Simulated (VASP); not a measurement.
## LaB6: B into a neighbouring B vacancy

How hard is this move in LaB6: B into a neighbouring B vacancy? Both ends are relaxed first, then a band of images between them. The start is a cell from a database of measured crystal structures.

Method: PBE; plane waves and PAW (La, B), in VASP 6.6.1.

Report form: the programs' logs are mostly left out.

**1. The host crystal**

It takes space group Pm-3m (No. 221, cubic). Conventional cell: a = 4.157 Å, b = 4.157 Å, c = 4.157 Å, α = 90.00°, β = 90.00°, γ = 90.00°. Nearest to La lie 24 B at 3.05 Å. B has 6 B at 1.64 to 2.51 Å and 4 La at 3.05 Å nearest. Farther neighbours are not listed.

**2. Relax the host**

First cell and atoms are relaxed at a raised cutoff, so that later runs start from this functional's own cell.

Contents of INCAR:

```
SYSTEM = LaB6
PREC = Accurate
ENCUT = 420
EDIFF = 1E-06
NELM = 120
ISMEAR = 0
SIGMA = 0.1
LREAL = .FALSE.
ALGO = Normal
GGA = PE
NBANDS = 21
LASPH = .TRUE.
LORBIT = 11
LWAVE = .FALSE.
LCHARG = .FALSE.
KPAR = 5
IBRION = 2
NSW = 40
ISIF = 3
EDIFFG = -0.02
POTIM = 0.4
```

Contents of POSCAR:

```
LaB6
1.0
    4.1570000000      0.0000000000      0.0000000000
    0.0000000000      4.1570000000      0.0000000000
    0.0000000000      0.0000000000      4.1570000000
La B
1 6
Direct
    0.0000000000      0.0000000000      0.0000000000
    0.5000000000      0.5000000000      0.8025000000
    0.5000000000      0.5000000000      0.1975000000
    0.5000000000      0.8025000000      0.5000000000
    0.8025000000      0.5000000000      0.5000000000
    0.5000000000      0.1975000000      0.5000000000
    0.1975000000      0.5000000000      0.5000000000
```

Contents of KPOINTS:

```
Automatic mesh
0
Gamma
5 5 5
0 0 0
```

Potentials, in the order of the species: La and B (PBE family, release 64).

Started as:

```sh
mpirun -np 5 vasp_std
```

Elapsed: 12 s, on 5 MPI ranks of AMD EPYC 9R14 (Zen 4), shared host; peak memory 0.76 GiB; 55 s of CPU time.

This run has no spin polarisation. Its electron count is odd, so without a moment it is a metal by construction. The k-mesh is coarse for a metal. The run keeps the 48 symmetry operations of its start, so it cannot find a distortion of lower symmetry.

Relaxation path:

```
step  energy less that of the first step (eV)  largest force (eV/Å)  pressure (GPa)  volume (Å³)
   1                                   0.0000                0.5852           -0.67        71.84
   2                                   0.0177                0.8356            1.40        71.48
   3                                  -0.0165                0.0022            0.06        71.69
```

```
conventional cell, symmetrised  before  after  change
                         a (Å)   4.157  4.154  -0.1 %
                         b (Å)   4.157  4.154  -0.1 %
                         c (Å)   4.157  4.154  -0.1 %
              volume (Å³/atom)   10.26  10.24  -0.2 %
```

The relaxed structure:

```
La B
1.0
     4.15417    0.00000    0.00000
     0.00000    4.15417    0.00000
     0.00000    0.00000    4.15417
La B
1 6
Direct
  0.00000 0.00000 0.00000
  0.50000 0.50000 0.80028
  0.50000 0.50000 0.19972
  0.50000 0.80028 0.50000
  0.80028 0.50000 0.50000
  0.50000 0.19972 0.50000
  0.19972 0.50000 0.50000
```

Numbers from this step:

- electronic cycles: 30
- electrons: 29
- free energy (TOTEN): -49.03 eV
- energy at zero smearing: -49.02 eV
- Fermi energy: 8.495 eV
- labelled metallic, from the levels on this mesh: yes

The run ended after 3 ionic steps, 0.017 eV below its first step, once forces and stress met EDIFFG = -0.02.

**3. Relax the start**

System of this step: La4B23. The cell holds 27 atoms: 4 La and 23 B. Cell: a = 7.195 Å, b = 7.195 Å, c = 7.195 Å, α = 109.5°, β = 109.5°, γ = 109.5°. It derives from LaB6. Nearest the centre at fractional (0.750, 0.750, 0.500): B9 at 0.83 Å, B21 at 2.40 Å, B13 at 2.41 Å, B12 at 2.42 Å, B24 at 2.43 Å, B16 at 2.43 Å, B17 at 2.43 Å, B25 at 2.44 Å.

A path needs two true minima; the start is relaxed with symmetry off.

Contents of INCAR:

```
SYSTEM = La4B23
PREC = Normal
ENCUT = 320
EDIFF = 1E-05
NELM = 120
ISMEAR = 1
SIGMA = 0.15
LREAL = Auto
ALGO = Fast
GGA = PE
NBANDS = 75
LASPH = .TRUE.
LORBIT = 11
LWAVE = .FALSE.
LCHARG = .FALSE.
KPAR = 5
IBRION = 2
NSW = 60
ISIF = 2
EDIFFG = -0.05
POTIM = 0.4
MAXMIX = 40
ISYM = 0
```

Contents of POSCAR:

```
La4B23
1.0
   -4.1541656221      4.1541656221      4.1541656221
    4.1541656221     -4.1541656221      4.1541656221
    4.1541656221      4.1541656221     -4.1541656221
La B
4 23
Direct
    0.0027732530      0.0016273335      0.0028097155
    0.5032539156      0.4979375337     -0.0009575963
    0.5022764872     -0.0004149590      0.5001063147
    0.0013844783      0.5020241020      0.5007764609
    0.1485866493      0.1472060011      0.4978350309
    0.1495309896      0.6508769256      0.0015371759
    0.6495398592      0.1482767507     -0.0025013464
    0.3553991303      0.3516205936      0.5024516618
    0.8448926319      0.8429135359      0.4889263545
    0.8508980503      0.3493674579     -0.0005020200
    0.3462747616      0.8540497513      0.0024212275
    0.6532922769      0.5065135462      0.6566135413
    0.1465752197     -0.0008342027      0.6449347673
    0.1455401905      0.4986177427      0.1474472900
    0.6476285933     -0.0004099828      0.1476917258
    0.4988669074      0.6491504704      0.6504548910
    0.0029175901      0.1523410149      0.6537138986
    0.0005541721      0.6469626385      0.1499309657
    0.4996212953      0.1544570389      0.1496756826
    0.3460989800      0.4991960770      0.3468063086
    0.8481529462     -0.0022341089      0.3506475275
    0.8492174962      0.4962107369      0.8476753732
    0.3477199565     -0.0034020833      0.8522558686
    0.5022317842      0.3497567774      0.3534209881
    0.0024209202      0.8485189131      0.3497196291
   -0.0043980769      0.3484501456      0.8511862006
    0.5007931693      0.8514621783      0.8485225941
```

Contents of KPOINTS:

```
Automatic mesh
0
Gamma
3 3 3
0 0 0
```

Started as:

```sh
mpirun -np 5 vasp_std
```

Elapsed: 4.6 min, on 5 MPI ranks; peak memory 1.3 GiB; 22 min of CPU time.

The steps of the relaxation:

```
step  energy less that of the first step (eV)  largest force (eV/Å)
   1                                   0.0000                1.1606
   2                                  -0.1406                1.1194
   3                                  -0.1505                0.6777
   4                                  -0.1818                0.3427
   5                                  -0.1822                0.2893
   6                                  -0.1912                0.1437
   7                                  -0.1914                0.1554
   8                                  -0.1948                0.0867
   9                                  -0.1949                0.0884
  10                                  -0.1968                0.0589
  11                                  -0.1965                0.0599
  12                                  -0.1966                0.0835
  13                                  -0.1976                0.0489
```

The atoms that moved most (Å):

```
atom      dx      dy      dz  length
  B9   0.051   0.032  -0.012   0.061
 B11  -0.041   0.024   0.003   0.047
 B12  -0.040  -0.020   0.004   0.044
 B19  -0.003   0.021  -0.033   0.040
 B20   0.002   0.033   0.021   0.039
 B17  -0.020  -0.022  -0.021   0.036
 B14  -0.005   0.036  -0.001   0.036
 B24   0.006  -0.023   0.025   0.035
```

Final coordinates:

```xyz
27
Lattice="-4.1542 4.1542 4.1542 4.1542 -4.1542 4.1542 4.1542 4.1542 -4.1542" Properties=species:S:1:pos:R:3 pbc="T T T"
La    0.0045    0.0027    0.0123
La   -0.0028   -0.0032    4.1674
La   -0.0037    4.1541    0.0115
La    4.1517    0.0025    0.0125
B     2.0752    2.0789   -0.8331
B     2.0730   -2.0746    3.3100
B    -2.0778    2.0746    3.3085
B     2.0774    2.0783    0.8676
B     2.0734    2.0709    4.9684
B    -2.0810    2.0752    4.9791
B     2.0786   -2.0758    4.9795
B     2.0783    3.3178    2.0942
B     2.0752    3.3179   -2.0929
B     2.0738   -0.8183    2.0624
B    -2.0781    3.3169    2.0740
B     3.3196    2.0770    2.0873
B     3.3165    2.0725   -2.0914
B     3.3141   -2.0766    2.0722
B    -0.8152    2.0770    2.0620
B     2.0787    0.8377    2.0913
B    -2.0822    4.9847    2.0667
B     2.0741    4.9733    2.0663
B     2.0799    4.9873   -2.0870
B     0.8404    2.0783    2.0961
B     4.9828   -2.0787    2.0634
B     4.9845    2.0742   -2.0847
B     4.9737    2.0750    2.0617
```

This step gave:

- electronic cycles: 170
- electrons: 113
- free energy (TOTEN): -185.8189 eV
- energy at zero smearing: -185.8187 eV
- Fermi energy: 8.055 eV

The run ended after 13 ionic steps, 0.198 eV below its first step, once the forces on the free atoms met EDIFFG = -0.05.

**4. Relax the end**

The end state is relaxed in the same way, so that both ends share their errors.

INCAR is that of step 3.

Contents of POSCAR:

```
La4B23
1.0
   -4.1541656221      4.1541656221      4.1541656221
    4.1541656221     -4.1541656221      4.1541656221
    4.1541656221      4.1541656221     -4.1541656221
La B
4 23
Direct
   -0.0068028398     -0.0024109059     -0.0034596993
    0.5000951374      0.5005862686      0.0037638221
    0.5022001479      0.0011250287      0.5010700699
    0.0003891450      0.5018810368      0.5027267276
    0.1472624791      0.1440979667      0.5019183028
    0.1467876849      0.6463744722     -0.0002543356
    0.6506476963      0.1530166308     -0.0007666218
    0.3544054500      0.3524923213      0.5013084725
    0.6443860211      0.6474158732      0.4988137412
    0.8479351880      0.3524238783      0.0039528803
    0.3514511481      0.8522591766     -0.0001135107
    0.6484523242      0.4983615205      0.6502541491
    0.1492535750      0.0027332987      0.6487809859
    0.1405323580      0.4977316944      0.1501375762
    0.6538632859     -0.0009244843      0.1577576987
    0.4993939754      0.6451048717      0.6485464545
    0.0004426512      0.1502019096      0.6480832662
    0.0002439710      0.6487387704      0.1498326510
    0.4969422839      0.1458182438      0.1473361741
    0.3445243864      0.4973848434      0.3471709091
    0.8496028415      0.0033774768      0.3532398266
    0.8482973901      0.5006812464      0.8500789074
    0.3477497747     -0.0017672574      0.8515638871
    0.4960364751      0.3493244460      0.3504453546
    0.0029771440      0.8516102517      0.3467528488
   -0.0047608802      0.3418846273      0.8474161839
    0.5015957551      0.8492871487      0.8520223063
```

KPOINTS is that of step 3.

Started as:

```sh
mpirun -np 5 vasp_std
```

Wall time 5.3 min (5 MPI ranks); peak memory 1.3 GiB.

The steps of the relaxation:

```
step  energy less that of the first step (eV)  largest force (eV/Å)
   1                                   0.0000                1.5579
   2                                  -0.1406                1.0596
   3                                  -0.2188                0.5123
   4                                  -0.2507                0.2510
   5                                  -0.2509                0.2732
   6                                  -0.2625                0.1979
   7                                  -0.2634                0.2201
   8                                  -0.2704                0.1027
   9                                  -0.2705                0.1131
  10                                  -0.2734                0.0869
  11                                  -0.2737                0.1008
  12                                  -0.2738                0.1415
  13                                  -0.2738                0.1148
  14                                  -0.2738                0.1282
  15                                  -0.2755                0.0418
```

The atoms that moved most (Å):

```
atom      dx      dy      dz  length
 B25   0.029   0.007  -0.059   0.066
 B14  -0.026   0.023   0.043   0.055
 B26   0.015  -0.003   0.044   0.047
 B15  -0.009  -0.039   0.023   0.046
 B13  -0.008   0.013  -0.043   0.046
 B17   0.005   0.010  -0.042   0.044
  B9  -0.006   0.011   0.035   0.037
 La3   0.004  -0.012  -0.035   0.037
```

Final coordinates:

```xyz
27
Lattice="-4.1542 4.1542 4.1542 4.1542 -4.1542 4.1542 4.1542 4.1542 -4.1542" Properties=species:S:1:pos:R:3 pbc="T T T"
La    0.0057    0.0023   -0.0244
La    0.0032    0.0001    4.1294
La    0.0036    4.1514   -0.0255
La    4.1556   -0.0009   -0.0233
B     2.0838    2.0792   -0.8781
B     2.0804   -2.0780    3.3162
B    -2.0729    2.0749    3.3157
B     2.0850    2.0769    0.8231
B     2.0792    2.0701    3.3297
B    -2.0737    2.0751    4.9863
B     2.0801   -2.0751    4.9869
B     2.0807    3.3193    2.0824
B     2.0783    3.3165   -2.1069
B     2.0820   -0.8374    2.0705
B    -2.0736    3.3361    2.0801
B     3.3247    2.0756    2.0827
B     3.3196    2.0799   -2.1088
B     3.3392   -2.0793    2.0794
B    -0.8318    2.0745    2.0694
B     2.0814    0.8301    2.0781
B    -2.0729    4.9908    2.0528
B     2.0777    4.9884    2.0758
B     2.0796    4.9722   -2.0769
B     0.8372    2.0725    2.0751
B     4.9951   -2.0780    2.0504
B     4.9756    2.0774   -2.0756
B     4.9928    2.0770    2.0737
```

This step gave:

| Item | Value |
| --- | --- |
| electronic cycles | 191 |
| free energy (TOTEN) | -185.8193 eV |
| energy at zero smearing | -185.8191 eV |

The run ended after 15 ionic steps, 0.275 eV below its first step, once the forces on the free atoms met EDIFFG = -0.05.

(Continued in part 2 of 2.)

[Lines on the potential files, build, host, timing and source positions are cut from VASP's logs without a mark.]

[Logs are printed without paths, hosts, clocks, repeated set-up lines and the standing remarks that a program may print on its own settings, such as how far it seeks lower states.]

[Hosts, paths, dates, database ids (printed as entryN), source tags and the programs' standing remarks are cut or masked in the printed files.]

[Runs that stopped without an error message from VASP are left out.]
